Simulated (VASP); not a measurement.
## CdSe (F-43m) under uniaxial stress along [111]

How do the elastic response and the band edges of CdSe follow uniaxial stress along [111]?

Calculated with VASP 6.6.1; LDA; plane waves and PAW (Cd, Se); cell typed or built by script, in the first sound run; inputs show where later runs differ.

**1. The structure**

It takes space group F-43m (No. 216, cubic). The conventional cell has a = 6.050 Å, b = 6.050 Å, c = 6.050 Å, α = 90.00°, β = 90.00°, γ = 90.00°. Nearest to Cd lie 4 Se at 2.62 Å. Se has 4 Cd at 2.62 Å nearest. Farther neighbours and most contacts between anions are not listed.

Coordinates:

```cif
data_structure
_symmetry_space_group_name_H-M 'P 1'
_symmetry_Int_Tables_number 1
_cell_length_a 4.2780
_cell_length_b 4.2780
_cell_length_c 4.2780
_cell_angle_alpha 60.000
_cell_angle_beta 60.000
_cell_angle_gamma 60.000
_cell_volume 55.36
loop_
_atom_site_label
_atom_site_type_symbol
_atom_site_fract_x
_atom_site_fract_y
_atom_site_fract_z
_atom_site_occupancy
Cd1 Cd 0.00000 0.00000 0.00000 1
Se2 Se 0.25000 0.25000 0.25000 1
```

**2. Relax the crystal, LDA**

The series starts from the cell that this level prefers, so that zero strain is near zero stress.

This step took 2 runs in a row; the last is shown.

Level: LDA; plane waves and PAW (Cd, Se); cell typed or built by script.

INCAR reads:

```
SYSTEM = CdSe
PREC = Accurate
ENCUT = 450
EDIFF = 1E-07
NELM = 120
ISMEAR = 0
SIGMA = 0.02
LREAL = .FALSE.
ALGO = Normal
GGA = CA
NBANDS = 15
LASPH = .TRUE.
LORBIT = 11
LWAVE = .FALSE.
LCHARG = .FALSE.
KPAR = 12
IBRION = 2
NSW = 40
ISIF = 3
EDIFFG = -0.005
POTIM = 0.4
```

POSCAR reads:

```
CdSe
1.0
    0.0000000000      3.0102352753      3.0102352753
    3.0102352753      0.0000000000      3.0102352753
    3.0102352753      3.0102352753      0.0000000000
Cd Se
1 1
Direct
    0.0000000000      0.0000000000      0.0000000000
    0.2500000000      0.2500000000      0.2500000000
```

KPOINTS reads:

```
Automatic mesh
0
Gamma
9 9 9
0 0 0
```

PAW data sets: Cd and Se (LDA family, release 64).

Run with:

```sh
mpirun -np 12 vasp_std
```

Log:

```text
[banner, memory and clock lines left out]
running   12 mpi-ranks, on    1 nodes
[...]
|                                                                             |
|           W    W    AA    RRRRR   N    N  II  N    N   GGGG   !!!           |
|           W    W   A  A   R    R  NN   N  II  NN   N  G    G  !!!           |
|           W    W  A    A  R    R  N N  N  II  N N  N  G       !!!           |
|           W WW W  AAAAAA  RRRRR   N  N N  II  N  N N  G  GGG   !            |
|           WW  WW  A    A  R   R   N   NN  II  N   NN  G    G                |
|           W    W  A    A  R    R  N    N  II  N    N   GGGG   !!!           |
|                                                                             |
|     For optimal performance we recommend to set                             |
|       NCORE = 2 up to number-of-cores-per-socket                            |
|     NCORE specifies how many cores store one orbital (NPAR=cpu/NCORE).      |
|     This setting can greatly improve the performance of VASP for DFT.       |
[...]
|     Unfortunately you need to use the default for GW and RPA                |
|     calculations (for HF NCORE is supported but not extensively tested      |
|     yet).                                                                   |
|                                                                             |

 LDA part: xc-table for (Slater(with rela. corr.)+CA(PZ))
 , standard interpolation
 POSCAR, INCAR and KPOINTS ok, starting setup
[...]
entering main loop
       N       E                     dE             d eps       ncg     rms          rms(c)
DAV:   1     0.101608436618E+03    0.10161E+03   -0.81555E+03  1058   0.960E+02
DAV:   2    -0.319394261805E+01   -0.10480E+03   -0.98807E+02  1239   0.254E+02
DAV:   3    -0.711613717188E+01   -0.39222E+01   -0.39144E+01  1309   0.512E+01
DAV:   4    -0.713291401481E+01   -0.16777E-01   -0.16776E-01  1267   0.333E+00
[...]
DAV:  11    -0.676197850733E+01   -0.45950E-05   -0.17463E-05  1113   0.373E-02    0.124E-02
DAV:  12    -0.676197807923E+01    0.42810E-06   -0.17261E-06  1344   0.198E-02    0.468E-03
DAV:  13    -0.676197812868E+01   -0.49446E-07   -0.21884E-07  1127   0.299E-03
   1 F= -.67619781E+01 E0= -.67619781E+01  d E =-.676198E+01
[...]
reached required accuracy - stopping structural energy minimisation
```

Wall time 5.6 s (12 MPI ranks of Intel Xeon Platinum 8375C at 2.90GHz (Ice Lake), shared host); peak memory 1.9 GiB.

The logs omit lines about the potential files and the build; timing stands in the text.

OUTCAR, selected parts (step 2):

```text
  Total       -0.0057860     -0.0057860     -0.0057860      0.0000000      0.0000000      0.0000000
  in kB       -0.1699247     -0.1699247     -0.1699247      0.0000000      0.0000000      0.0000000
  external PRESSURE =      -0.1699247 kB  Pullay stress =       0.0000000 kB

 POSITION                                       TOTAL-FORCE (eV/Angst)
 -----------------------------------------------------------------------------------
      0.00000      0.00000      0.00000         0.000000      0.000000      0.000000
      1.50512      1.50512      1.50512        -0.000000     -0.000000     -0.000000
 -----------------------------------------------------------------------------------
    total drift:                               -0.000000     -0.000000     -0.000000

  FREE ENERGIE OF THE ION-ELECTRON SYSTEM (eV)
  ---------------------------------------------------
  free  energy   TOTEN  =        -6.7619781287 eV

  energy  without entropy=       -6.7619781287  energy(sigma->0) =       -6.76197813

 reached required accuracy - stopping structural energy minimisation

[... 3 further parts left out ...]
[key lines of the parts left out:]
E-fermi :   1.2255
```

Read from the output:

```
energy(sigma→0) of the program : -6.7620 eV
stress, compression positive   : -0.02 along [111], -0.02 across it (mean), GPa
volume                         : 54.555 Å³
ionic steps                    : 1
```

**3. Strain across the axis, LDA**

One member in full: the axis is strained by -2 %, and the two directions across it are strained alike until their mean stress is under 0.012 GPa or five steps are spent.

This step took 3 runs, each at a new trial strain with the atoms of the one before; the last is shown.

Level: LDA; plane waves and PAW (Cd, Se); cell typed or built by script.

Changes to INCAR since step 2:

```diff
@@ -15,7 +15,7 @@
 LCHARG = .FALSE.
-KPAR = 12
-IBRION = 2
-NSW = 40
-ISIF = 3
-EDIFFG = -0.005
-POTIM = 0.4
+KPAR = 3
+IBRION = 1
+NSW = 25
+ISIF = 2
+EDIFFG = -0.004
+POTIM = 0.3
```

POSCAR reads:

```
CdSe
1.0
   -0.0528644500      2.9764627950      2.9764627950
    2.9764627950     -0.0528644500      2.9764627950
    2.9764627950      2.9764627950     -0.0528644500
Cd Se
1 1
Direct
    0.9977802937      0.9977802937      0.9977802937
    0.2522197063      0.2522197063      0.2522197063
```

KPOINTS is that of step 2.

Run with:

```sh
mpirun -np 3 vasp_std
```

Log:

```text
[banner, memory and clock lines left out]
running    3 mpi-ranks, on    1 nodes
[...]
LDA part: xc-table for (Slater(with rela. corr.)+CA(PZ))
 , standard interpolation
 POSCAR, INCAR and KPOINTS ok, starting setup
[...]
entering main loop
       N       E                     dE             d eps       ncg     rms          rms(c)
DAV:   1     0.101566709891E+03    0.10157E+03   -0.83009E+03  2606   0.969E+02
DAV:   2    -0.314522908638E+01   -0.10471E+03   -0.99572E+02  2998   0.254E+02
DAV:   3    -0.711204122933E+01   -0.39668E+01   -0.39586E+01  3026   0.516E+01
DAV:   4    -0.712928503094E+01   -0.17244E-01   -0.17243E-01  3194   0.334E+00
[...]
DAV:  11    -0.675739912024E+01   -0.45430E-05   -0.17594E-05  2872   0.378E-02    0.119E-02
DAV:  12    -0.675739867624E+01    0.44400E-06   -0.19061E-06  3187   0.209E-02    0.447E-03
DAV:  13    -0.675739872285E+01   -0.46610E-07   -0.20424E-07  2872   0.303E-03
   1 F= -.67573987E+01 E0= -.67573987E+01  d E =-.675740E+01
 BRION: g(F)=  0.292E-04 g(S)=  0.000E+00
[...]
N       E                     dE             d eps       ncg     rms          rms(c)
DAV:   1    -0.675742059957E+01   -0.21923E-04   -0.46092E-03  2585   0.457E-01    0.112E-02
DAV:   2    -0.675742363660E+01   -0.30370E-05   -0.34736E-05  3124   0.436E-02    0.450E-03
DAV:   3    -0.675742359095E+01    0.45655E-07   -0.21543E-07  2931   0.392E-03
   2 F= -.67574236E+01 E0= -.67574236E+01  d E =-.248681E-04
 BRION: g(F)=  0.138E-04 g(S)=  0.000E+00 retain N=  1 mean eig= 3.19
 eig:   3.193
[...]
N       E                     dE             d eps       ncg     rms          rms(c)
DAV:   1    -0.675743203474E+01   -0.83981E-05   -0.22166E-02  2564   0.100E+00    0.248E-02
DAV:   2    -0.675744658619E+01   -0.14551E-04   -0.16713E-04  3138   0.956E-02    0.100E-02
DAV:   3    -0.675744637919E+01    0.20700E-06   -0.10432E-06  3040   0.859E-03    0.633E-03
DAV:   4    -0.675744628254E+01    0.96645E-07   -0.34350E-07  3103   0.400E-03
   3 F= -.67574463E+01 E0= -.67574463E+01  d E =-.226916E-04
 BRION: g(F)=  0.630E-08 g(S)=  0.000E+00 retain N=  1 mean eig= 3.26
 eig:   3.262
 reached required accuracy - stopping structural energy minimisation
```

Wall time 32 s (3 MPI ranks); peak memory 0.54 GiB.

From OUTCAR (step 3):

```text
  Total        0.1354904      0.1354904      0.1354904      0.1370992      0.1370992      0.1370992
  in kB        4.0093167      4.0093167      4.0093167      4.0569226      4.0569226      4.0569226
  external PRESSURE =       4.0093167 kB  Pullay stress =       0.0000000 kB

 POSITION                                       TOTAL-FORCE (eV/Angst)
 -----------------------------------------------------------------------------------
      5.88816      5.88816      5.88816         0.000191      0.000191      0.000191
      1.48691      1.48691      1.48691        -0.000191     -0.000191     -0.000191
 -----------------------------------------------------------------------------------
    total drift:                                0.000319      0.000319      0.000319

  FREE ENERGIE OF THE ION-ELECTRON SYSTEM (eV)
  ---------------------------------------------------
  free  energy   TOTEN  =        -6.7574462825 eV

  energy  without entropy=       -6.7574462825  energy(sigma->0) =       -6.75744628

[... 1 part as in an earlier step ...]

[... 3 further parts left out ...]
[key lines of the parts left out:]
E-fermi :   1.2938
```

This run gave:

| Property | Result |
| --- | --- |
| energy(sigma→0) of the program | -6.7574 eV |
| stress, compression positive | 1.21 along [111], 0.00 across it (mean), GPa |
| ionic steps | 3 |

**4. Band edges, TB-mBJ with spin-orbit coupling**

Short lines in KPOINTS_OPT sample the zone centre along and across the axis, for masses, and the other valleys.

Level: TB-mBJ, spin-orbit coupling; plane waves and PAW (Cd, Se); cell typed or built by script.

TB-mBJ has no energy functional, so the total energy, stress and pressure in this output mean nothing.

INCAR reads:

```
SYSTEM = CdSe
PREC = Accurate
ENCUT = 450
EDIFF = 1E-06
NELM = 150
ISMEAR = 0
SIGMA = 0.02
LREAL = .FALSE.
ALGO = Normal
METAGGA = MBJ
LASPH = .TRUE.
LNONCOLLINEAR = .TRUE.
MAGMOM = 0 0 0 0 0 0
NBANDS = 28
GGA_COMPAT = .FALSE.
LSORBIT = .TRUE.
LWAVE = .FALSE.
LCHARG = .FALSE.
KPAR = 3
```

POSCAR reads:

```
CdSe
1.0
   -0.0528644500      2.9764627950      2.9764627950
    2.9764627950     -0.0528644500      2.9764627950
    2.9764627950      2.9764627950     -0.0528644500
Cd Se
1 1
Direct
    0.9979833464      0.9979833464      0.9979833464
    0.2520166536      0.2520166536      0.2520166536
```

KPOINTS reads:

```
Automatic mesh
0
Gamma
7 7 7
0 0 0
```

KPOINTS_OPT reads:

```
Line mode
6
Line-mode
Reciprocal
  0.00000000   0.00000000   0.00000000
  0.02710728   0.02710728   0.02710728

  0.00000000   0.00000000   0.00000000
 -0.01704595   0.01704595   0.00000000

  0.31000000   0.31000000   0.00000000
  0.50000000   0.50000000   0.00000000

  0.00000000   0.31000000   0.31000000
  0.00000000   0.50000000   0.50000000

  0.45000000   0.45000000   0.45000000
  0.50000000   0.50000000   0.50000000

  0.45000000   0.00000000   0.00000000
  0.50000000   0.00000000   0.00000000

  0.42500000   0.42500000   0.00000000
  0.42457932   0.44868594   0.02368594

  0.50000000   0.50000000   0.50000000
  0.48295405   0.51704595   0.50000000
```

Run with:

```sh
mpirun -np 3 vasp_ncl
```

Log:

```text
[banner, memory and clock lines left out]
running    3 mpi-ranks, on    1 nodes
[...]
|                                                                             |
|               ----> ADVICE to this user running VASP <----                  |
|                                                                             |
|     You enforced a specific xc type in the INCAR file but a different       |
|     [... a line on the potential file left out ...]
|     I HOPE YOU KNOW WHAT YOU ARE DOING!                                     |
|                                                                             |

 LDA part: xc-table for (None), standard interpolation
 POSCAR, INCAR and KPOINTS ok, starting setup
[...]
entering main loop
       N       E                     dE             d eps       ncg     rms          rms(c)
DAV:   1     0.251354961736E+02    0.25135E+02   -0.79800E+03  4768   0.104E+03
DAV:   2    -0.905250392058E+02   -0.11566E+03   -0.11146E+03  5128   0.288E+02
DAV:   3    -0.961455496486E+02   -0.56205E+01   -0.55837E+01  5452   0.644E+01
DAV:   4    -0.961852950239E+02   -0.39745E-01   -0.39729E-01  5104   0.521E+00
[...]
DAV:  64    -0.941717009384E+02    0.24453E-05   -0.47187E-12  2392   0.212E-05    0.997E-06
DAV:  65    -0.941716974077E+02    0.35307E-05   -0.54664E-13  2388   0.140E-05    0.119E-05
DAV:  66    -0.941716971197E+02    0.28805E-06   -0.12643E-12  2388   0.124E-05
   1 F= -.94171697E+02 E0= -.94171697E+02  d E =-.226043E-26  mag=     0.0000    -0.0000     0.0000
 Start KPOINTS_OPT (optional k-point list driver)
k-point batch [1-48\48]
       N       E                     dE             ncg
DAV:   1     0.210088714219E+04   -0.14937E+05     2712
DAV:   2    -0.346884250235E+04   -0.55697E+04     2988
DAV:   3    -0.372950747385E+04   -0.26066E+03     3264
DAV:   4    -0.373131561266E+04   -0.18081E+01     3068
DAV:   5    -0.373133138524E+04   -0.15773E-01     3052
DAV:   6    -0.373133167861E+04   -0.29338E-03     3124
DAV:   7    -0.373133168589E+04   -0.72726E-05     2908
DAV:   8    -0.373133168613E+04   -0.23901E-06     2256
```

Wall time 12 min (3 MPI ranks); peak memory 1.5 GiB.

Parts of OUTCAR (step 4):

```text
  LATTYP: Found a trigonal (rhomboedric) cell.
 ALAT       =     4.2096859966
 COS(alpha) =     0.4821631214

 Subroutine GETGRP returns: Found  6 space group operations
 (whereof  6 operations were pure point group operations)

The static configuration has the point symmetry C_3v.

 Found     84 irreducible k-points:

   k-points           NKPTS =     84   k-points in BZ     NKDIM =     84   number of bands    NBANDS=     28

   dimension x,y,z NGX =    30 NGY =   30 NGZ =   30
   dimension x,y,z NGXF=    60 NGYF=   60 NGZF=   60

   ENCUT  =  450.0 eV  33.07 Ry    5.75 a.u.   7.28  7.28  7.28*2*pi/ulx,y,z

   NELECT =      18.0000    total number of electrons

 E-fermi :   1.9409

 k-point     1 :       0.0000    0.0000    0.0000
  band No.  band energies     occupation
    ...
     14       1.4097      1.00000
     15       1.7151      1.00000
     16       1.7151      1.00000
     17       1.7980      1.00000
     18       1.7980      1.00000
     19       3.6668      0.00000
     20       3.6668      0.00000
     21       8.1340      0.00000
     22       8.1340      0.00000
     23       8.4417      0.00000
    ...

 k-point     2 :       0.1429   -0.0000   -0.0000
  band No.  band energies     occupation
    ...
     14       0.4898      1.00000
     15       1.3922      1.00000
     16       1.4017      1.00000
     17       1.6231      1.00000
     18       1.6405      1.00000
     19       4.5448      0.00000
     20       4.5502      0.00000
     21       8.1506      0.00000
     22       8.1720      0.00000
     23       8.5723      0.00000
    ...

  Total      -31.1517802    -31.1517802    -31.1517802      0.1406553      0.1406553      0.1406553
  in kB     -921.8166727   -921.8166727   -921.8166727      4.1621494      4.1621494      4.1621494
  external PRESSURE =    -921.8166727 kB  Pullay stress =       0.0000000 kB

 POSITION                                       TOTAL-FORCE (eV/Angst)
 -----------------------------------------------------------------------------------
      5.88816      5.88816      5.88816         0.050158      0.050158      0.050158
      1.48691      1.48691      1.48691        -0.050158     -0.050158     -0.050158
 -----------------------------------------------------------------------------------
    total drift:                                0.132380      0.132380      0.132380

  FREE ENERGIE OF THE ION-ELECTRON SYSTEM (eV)
  ---------------------------------------------------
  free  energy   TOTEN  =       -94.1716971197 eV

  energy  without entropy=      -94.1716971197  energy(sigma->0) =      -94.17169712

 Spin-Orbit-Coupling matrix elements
 Ion:    1  E_soc:     -0.0548642
 Ion:    2  E_soc:     -0.0359920

[... 1 part as in an earlier step ...]

[... 7 further parts left out ...]
```

**5. Band edges, r2SCAN with spin-orbit coupling**

Short lines in KPOINTS_OPT sample the zone centre along and across the axis, for masses, and the other valleys.

Level: r2SCAN, spin-orbit coupling; plane waves and PAW (Cd, Se); cell typed or built by script.

Changes to INCAR since step 4:

```diff
@@ -4,3 +4,3 @@
 EDIFF = 1E-06
-NELM = 150
+NELM = 100
 ISMEAR = 0
@@ -9,3 +9,3 @@
 ALGO = Normal
-METAGGA = MBJ
+METAGGA = R2SCAN
 LASPH = .TRUE.
```

POSCAR is that of step 4.

KPOINTS is that of step 4.

KPOINTS_OPT is that of step 4.

Run with:

```sh
mpirun -np 3 vasp_ncl
```

Log:

```text
[banner, memory and clock lines left out]
running    3 mpi-ranks, on    1 nodes
[...]
[... a notice as in an earlier step ...]

 LDA part: xc-table for (None), standard interpolation
 POSCAR, INCAR and KPOINTS ok, starting setup
[...]
entering main loop
       N       E                     dE             d eps       ncg     rms          rms(c)
DAV:   1    -0.401001648838E+03   -0.40100E+03   -0.81392E+03  4768   0.106E+03
DAV:   2    -0.519563135230E+03   -0.11856E+03   -0.11408E+03  5132   0.292E+02
DAV:   3    -0.525627061121E+03   -0.60639E+01   -0.60257E+01  5452   0.678E+01
DAV:   4    -0.525669580562E+03   -0.42519E-01   -0.42502E-01  5080   0.547E+00
[...]
DAV:  12    -0.520868446422E+03    0.35892E-04   -0.82677E-05  5028   0.134E-01    0.476E-02
DAV:  13    -0.520868443277E+03    0.31449E-05   -0.34038E-05  4992   0.675E-02    0.167E-02
DAV:  14    -0.520868443526E+03   -0.24884E-06   -0.19313E-06  4640   0.140E-02
   1 F= -.52086844E+03 E0= -.52086844E+03  d E =-.616904E-15  mag=    -0.0000    -0.0000     0.0000
 Start KPOINTS_OPT (optional k-point list driver)
k-point batch [1-48\48]
       N       E                     dE             ncg
DAV:   1     0.152001880899E+04   -0.15517E+05     2712
DAV:   2    -0.417560686793E+04   -0.56956E+04     3004
DAV:   3    -0.445434751164E+04   -0.27874E+03     3172
DAV:   4    -0.445629799161E+04   -0.19505E+01     2936
DAV:   5    -0.445631161697E+04   -0.13625E-01     2992
DAV:   6    -0.445631181212E+04   -0.19515E-03     2952
DAV:   7    -0.445631181610E+04   -0.39819E-05     2620
DAV:   8    -0.445631181624E+04   -0.14315E-06     1932
```

It took 8.9 min on 3 MPI ranks; peak memory 1.4 GiB; 27 min of CPU time.

(Part 1 of 2 ends here.)

[Lines on the potential files, build, host, timing and source positions are cut from VASP's logs without a mark.]

[Logs are printed without paths, hosts, clocks, repeated set-up lines and the standing remarks that a program may print on its own settings, such as how far it seeks lower states.]

[Hosts, paths, dates, database ids (printed as entryN), source tags and the programs' standing remarks are cut or masked in the printed files.]

[In band tables of VASP the shares of atoms and orbitals are scaled to a sum of 1 inside the atoms' spheres.]
